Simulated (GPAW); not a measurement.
# Fe (Fmmm) in GPAW: a series of runs, part 2 of 2

GPAW 26.7.0.

### Step 3. Relaxation of cell and atoms, PBEsol, collinear spin, ferromagnetic start, target pressure 2 GPa, at which the enthalpy is minimised

Input file run.py:

```python
from ase import Atoms
from ase.filters import FrechetCellFilter
from ase.io import write
from ase.optimize import BFGS
from ase.units import GPa
from gpaw import GPAW, PW, setup_paths

setup_paths.insert(0, '.')

atoms = Atoms(['Fe'],
              cell=[[0.0, 1.9417396906, 1.9651051623],
                    [1.4984397099, 0.0, 1.9651051623],
                    [1.4984397099, 1.9417396906, 0.0]],
              scaled_positions=[[0.0, 0.0, 0.0]],
              pbc=True)
atoms.set_initial_magnetic_moments([3.0])

calc = GPAW(mode=PW(600),
            xc='PBEsol',
            kpts={'size': (9, 9, 9), 'gamma': True},
            occupations={'name': 'fermi-dirac', 'width': 0.05},
            nbands=12,
            convergence={'density': 1e-05, 'forces': 0.0001},
            maxiter=150,
            txt='gpaw.txt')
atoms.calc = calc
opt = BFGS(FrechetCellFilter(atoms, scalar_pressure=2 * GPa), trajectory='relax.traj', logfile='-')
done = opt.run(fmax=0.02, steps=60)
calc.write('gs.gpw')
write('result.traj', atoms)
print('Converged:', done)
print('Cell:', atoms.cell.cellpar().round(4))
print('Volume:', round(atoms.get_volume(), 4))
print(atoms.get_scaled_positions().round(5))
```

Potentials or basis: PAW data sets generated in the run's folder for this functional, pw.

On the command line:

```bash
$ gpaw-setup -f PBEsol Fe
$ OMP_NUM_THREADS=1 python run.py
```

gpaw.txt:

```text
__  _  _
 | _ |_)|_||  |
 |__||  | ||/\| - 26.7.0

Input parameters:
  mode=PW(ecut=600.0),
  convergence={'density': 1e-05, 'forces': 0.0001},
  kpts=MonkhorstPack(size=(9, 9, 9), gamma=True),
  maxiter=150,
  nbands=12,
  occupations=Occupations(name='fermi-dirac', width=0.05),
  xc=XC(name='PBEsol')

Diagonalizing LCAO Hamiltonian
Converting LCAO to pw mode

       Fe

Atoms  # Å, Bohr magnetons
|   | symbol |        x |        y |        z |    initial magnetic moments |
|---|--------|----------|----------|----------|-----------------------------|
| 0 |     Fe | 0.000000 | 0.000000 | 0.000000 | ( 0.0000,  0.0000,  3.0000) |

Unit cell  # Å
| periodic |        x |        y |        z |  lengths |    angles |
|----------|----------|----------|----------|----------|-----------|
|      yes | 0.000000 | 1.941740 | 1.965105 | 2.762606 | 68.256930 |
|      yes | 1.498440 | 0.000000 | 1.965105 | 2.471226 | 56.189817 |
|      yes | 1.498440 | 1.941740 | 0.000000 | 2.452687 | 55.553253 |
[... 1380 lines left out ...]
|---------|-|-------------|-------|-------|------|---------|
|iter:   1| |   -9.692054 | -3.22 |       |      |  +2.0852|
|iter:   2| |   -9.692050 | -6.32 | -3.14 |      |  +2.0852|
|iter:   3| |   -9.692036c| -6.34 | -3.20 |      |  +2.0852|
|iter:   4| |   -9.692037c| -7.36 | -3.69 |      |  +2.0852|
|iter:   5| |   -9.692036c| -7.39 | -3.98 |      |  +2.0852|
|iter:   6| |   -9.692036c| -7.93c| -4.68 |      |  +2.0852|
|iter:   7| |   -9.692037c| -8.65c| -5.24c|      |  +2.0852|
|iter:   8| |   -9.692037c| -8.88c| -5.61c| -infc|  +2.0852|

Converged in 8 steps
Energy contributions relative to reference atoms: (reference = -34587.149600)

Energy contributions:
  Kinetic:           7.773748
  Coulomb:          -6.421657
  Zero:              0.073967
  External:          0.000000
  Xc:              -11.115399
  Entropy:          -0.005392
  Spinorbit:         0.000000
  ----------------------------
  Free energy:      -9.694733
  Extrapolated:     -9.692037
[... 30 lines left out ...]
Stress tensor  # eV/Ang^3
|         x |         y |         z |
|-----------|-----------|-----------|
| -0.012142 |  0.000000 | -0.000000 |
|  0.000000 | -0.011112 | -0.000000 |
| -0.000000 | -0.000000 | -0.014376 |

Forces  # eV/Ang
|       x |        y |       z |
|---------|----------|---------|
| 0.00000 | -0.00000 | 0.00000 |  # Fe   0

Interpolating wave functions to new cell

       Fe
[... 198 lines left out ...]
Forces  # eV/Ang
|       x |       y |       z |
|---------|---------|---------|
| 0.00000 | 0.00000 | 0.00000 |  # Fe   0

# Writing to gs.gpw (mode='')
```

stdout:

```text
<dir> UserWarning: Initial realspace grid (16,14,14) inconsistent with symmetries.
  warnings.warn(
<dir> UserWarning: Using symmetrized grid: (16,16,16).

  warnings.warn('Using symmetrized grid: ({},{},{}).\n'.format(*N_c))
      Step          Energy          fmax
BFGS:    0       -9.517922        1.145991
BFGS:    1       -9.538398        0.737174
BFGS:    2       -9.547730        0.447253
BFGS:    3       -9.551581        0.367955
BFGS:    4       -9.558762        0.111965
BFGS:    5       -9.559348        0.027162
BFGS:    6       -9.559356        0.020530
BFGS:    7       -9.559368        0.007270
Converged: True
Cell: [ 2.7889  2.4147  2.4154 70.5341 54.7206 54.7453]
Volume: 10.8433
[[0. 0. 0.]]
```

Run time: 3.1 min. Hardware: 1 thread of Arm Neoverse V1, shared host; peak memory 0.2 GiB.

What came out:

```
Free energy                                            : -9.6947 eV
Relaxed volume                                         : 10.84 Å³/atom
Relaxed cell                                           : a = 2.789 Å, b = 2.415 Å, c = 2.415 Å, α = 70.53°, β = 54.72°, γ = 54.75°
Space group after relaxing (to 0.05 Å)                 : Im-3m (No. 229)
Energy change on relaxing (the enthalpy is what falls) : -35.7 meV/atom
Ionic steps                                            : 8
Pressure after relaxing                                : 2.0 GPa
Band gap on the k mesh                                 : none (metal or under the smearing width)
Net moment                                             : 2.09 μB per cell
Site moments                                           : Fe +2.09 μB
```

The path:
| step | energy change (eV) | largest force (eV/Å) | pressure (GPa) | volume (Å³) |
| --- | --- | --- | --- | --- |
| 1 | 0.0000 | 0.0000 | -8.43 | 11.44 |
| 2 | -0.0166 | 0.0000 | -2.57 | 11.08 |
| 3 | -0.0220 | 0.0000 | 5.36 | 10.72 |
| 4 | -0.0262 | 0.0000 | 4.86 | 10.74 |
| 5 | -0.0351 | 0.0000 | 1.81 | 10.85 |
| 6 | -0.0357 | 0.0000 | 1.86 | 10.85 |
| 7 | -0.0357 | 0.0000 | 2.01 | 10.84 |
| 8 | -0.0357 | 0.0000 | 2.05 | 10.84 |

Final structure:
```yaml
crystal:
  lattice:
    - [0.00000, 1.97247, 1.97157]
    - [1.39415, 0.00000, 1.97157]
    - [1.39415, 1.97247, 0.00000]
  atoms:
    - { symbol: Fe, position: [0.00000, 0.00000, 0.00000] }
```

Caveat: each step starts from the last one's moments, so a moment once lost doesn't come back; later steps reuse the first step's grids.

### Step 4. Relaxation of cell and atoms, PBEsol, collinear spin, ferromagnetic start, target pressure 5 GPa, at which the enthalpy is minimised

Edit run.py of step 3 so:

```diff
@@ -26,3 +26,3 @@
 atoms.calc = calc
-opt = BFGS(FrechetCellFilter(atoms, scalar_pressure=2 * GPa), trajectory='relax.traj', logfile='-')
+opt = BFGS(FrechetCellFilter(atoms, scalar_pressure=5 * GPa), trajectory='relax.traj', logfile='-')
 done = opt.run(fmax=0.02, steps=60)
```

On the command line:

```bash
$ gpaw-setup -f PBEsol Fe
$ OMP_NUM_THREADS=1 python run.py
```

It took 3.1 min on 1 thread of Arm Neoverse V1, shared host; peak memory 0.23 GiB.

It converged, with:

- Free energy: -9.6920 eV
- Relaxed volume: 10.73 Å³/atom
- Relaxed cell: a = 2.779 Å, b = 2.406 Å, c = 2.407 Å, α = 70.54°, β = 54.72°, γ = 54.74°
- Space group after relaxing (to 0.05 Å): Im-3m (No. 229)
- Energy change on relaxing (the enthalpy is what falls): -32.9 meV/atom
- Ionic steps: 8
- Pressure after relaxing: 5.0 GPa
- Band gap on the k mesh: none (metal or under the smearing width)
- Net moment: 2.08 μB per cell
- Site moments: Fe +2.09 μB

Stress tensor (GPa, compression positive):
```
5.05 0.00 0.00
0.00 4.95 0.00
0.00 0.00 5.06
```

Step by step:
```csv
step,energy change (eV),largest force (eV/Å),pressure (GPa),volume (Å³)
1,0.0000,0.0000,-8.43,11.44
2,-0.0176,0.0000,-0.52,10.98
3,-0.0166,0.0000,8.18,10.61
4,-0.0211,0.0000,7.60,10.63
5,-0.0325,0.0000,4.87,10.73
6,-0.0330,0.0000,4.90,10.73
7,-0.0330,0.0000,5.00,10.73
8,-0.0329,0.0000,5.02,10.73
```

Final structure:
```xyz
1
Lattice="0.0000 1.9652 1.9645 1.3890 0.0000 1.9645 1.3890 1.9652 0.0000" Properties=species:S:1:pos:R:3 pbc="T T T"
Fe    0.0000    0.0000    0.0000
```

Levels at points of the mesh, in eV from the Fermi level:
Spin up:
```csv
k point,band 3,band 4,band 5,band 6,band 7,band 8
"(0.00, 0.00, 0.00)",-2.40,-2.40,-1.03,-1.03,25.26,25.26
```
Spin down:
```csv
k point,band 1,band 2,band 3,band 4,band 5,band 6,band 7
"(0.00, 0.00, 0.00)",-8.68,-0.61,-0.61,-0.60,1.53,1.54,25.40
```

Caveat: each step starts from the last one's moments, so a moment once lost doesn't come back; later steps reuse the first step's grids.

### Step 5. Relaxation of cell and atoms, PBEsol, collinear spin, ferromagnetic start, target pressure 10 GPa, at which the enthalpy is minimised

Edit run.py of step 4 so:

```diff
@@ -26,3 +26,3 @@
 atoms.calc = calc
-opt = BFGS(FrechetCellFilter(atoms, scalar_pressure=5 * GPa), trajectory='relax.traj', logfile='-')
+opt = BFGS(FrechetCellFilter(atoms, scalar_pressure=10 * GPa), trajectory='relax.traj', logfile='-')
 done = opt.run(fmax=0.02, steps=60)
```

On the command line:

```bash
$ gpaw-setup -f PBEsol Fe
$ OMP_NUM_THREADS=1 python run.py
```

It took 3.1 min on 1 thread of Arm Neoverse V1, shared host; peak memory 0.23 GiB.

It converged, with:

| Property | Result |
| --- | --- |
| Free energy | -9.6832 eV |
| Relaxed volume | 10.54 Å³/atom |
| Relaxed cell | a = 2.763 Å, b = 2.393 Å, c = 2.393 Å, α = 70.53°, β = 54.74°, γ = 54.73° |
| Space group after relaxing (to 0.05 Å) | Im-3m (No. 229) |
| Energy change on relaxing (the enthalpy is what falls) | -24.2 meV/atom |
| Ionic steps | 8 |
| Pressure after relaxing | 10.0 GPa |
| Band gap on the k mesh | none (metal or under the smearing width) |
| Net moment | 2.08 μB per cell |
| Site moments | Fe +2.09 μB |

The path:
| step | energy change (eV) | largest force (eV/Å) | pressure (GPa) | volume (Å³) |
| --- | --- | --- | --- | --- |
| 1 | 0.0000 | 0.0000 | -8.43 | 11.44 |
| 2 | -0.0163 | 0.0000 | 3.21 | 10.81 |
| 3 | -0.0042 | 0.0000 | 13.12 | 10.43 |
| 4 | -0.0096 | 0.0000 | 12.33 | 10.46 |
| 5 | -0.0236 | 0.0000 | 10.17 | 10.54 |
| 6 | -0.0242 | 0.0000 | 9.96 | 10.54 |
| 7 | -0.0243 | 0.0000 | 9.96 | 10.54 |
| 8 | -0.0242 | 0.0000 | 10.00 | 10.54 |

Final structure:
```xyz
1
Lattice="0.0000 1.9535 1.9535 1.3813 0.0000 1.9535 1.3813 1.9535 0.0000" Properties=species:S:1:pos:R:3 pbc="T T T"
Fe    0.0000    0.0000    0.0000
```

Levels at points of the mesh, in eV from the Fermi level:
Spin up:
```
           k point  band 1  band 2  band 3  band 4  band 5  band 6  band 7  band 8
(0.00, 0.00, 0.00)   -9.11   -2.47   -2.47   -2.47   -1.05   -1.05   25.21   25.21
```
Spin down:
| k point | band 1 | band 2 | band 3 | band 4 | band 5 | band 6 | band 7 | band 8 |
| --- | --- | --- | --- | --- | --- | --- | --- | --- |
| (0.00, 0.00, 0.00) | -8.80 | -0.67 | -0.67 | -0.67 | 1.51 | 1.51 | 25.57 | 25.57 |

Caveat: each step starts from the last one's moments, so a moment once lost doesn't come back; later steps reuse the first step's grids.

### Step 6. The runs side by side

| cell | target pressure | gap on the mesh (eV) | pressure (GPa) | moment (μB) |
| --- | --- | --- | --- | --- |
| relaxed | - | none | 0.0 | 2.09 |
| relaxed to 2 GPa | 2 GPa | none | 2.0 | 2.09 |
| relaxed to 5 GPa | 5 GPa | none | 5.0 | 2.08 |
| relaxed to 10 GPa | 10 GPa | none | 10.0 | 2.08 |

Alike in all rows: task relaxation of cell and atoms; level PBEsol; potentials or basis PAW data sets generated in the run's folder for this functional, pw; spin collinear, ferromagnetic start; k mesh 9 × 9 × 9; cutoff (eV) 600; smearing fermi-dirac 0.05 eV.

Caveats: each step starts from the last one's moments, so a moment once lost doesn't come back; later steps reuse the first step's grids.

Total energies depend on the potentials used, so only differences within one code and one set of settings carry meaning.
